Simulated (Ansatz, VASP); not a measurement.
# SrO in VASP and in Ansatz

```
Sr O
1.0
     0.00000    2.58015    2.58015
     2.58015    0.00000    2.58015
     2.58015    2.58015    0.00000
Sr O
1 1
Direct
  0.03496 0.03496 0.03496
  0.50000 0.50000 0.50000
```

Change from the starting cell: all Sr atoms moved +0.312 Å, as atom 1 along Cartesian [1 1 1].

Alike in both runs: task single point; functional r2SCAN; k mesh 8 × 8 × 8; occupations gaussian, width 0.05 eV; no spin polarisation.

```csv
,VASP,Ansatz
version,VASP 6.6.1,Ansatz 0.2.0
potentials or method,"VASP PAW PBE potentials, release 64 (Sr_sv, O)","scalar-relativistic, plane waves, PAW"
plane-wave cutoff (eV),520,500
valence electrons in the cell,16,16
```

|  | VASP | Ansatz | Ansatz less VASP |
| --- | --- | --- | --- |
| gap on the k mesh at the Fermi level (eV) | 4.39 | 4.42 | +0.032 |
| least direct gap on the mesh (eV) | 4.39 | 4.42 | +0.032 |
| pressure (GPa) | 3.2 | 2.6 | -0.63 |
| largest component of the traceless stress (GPa) | 0.63 | 0.58 | -0.050 |
| rms of the force components (eV/Å) | 0.476 | 0.450 | -0.0265 |

Atom by atom the forces differ by 0.026 eV/Å (rms over components).

Caveats: the PAW data sets were made with another functional, which shifts forces and pressure a little (VASP). A k mesh can miss the band edges.
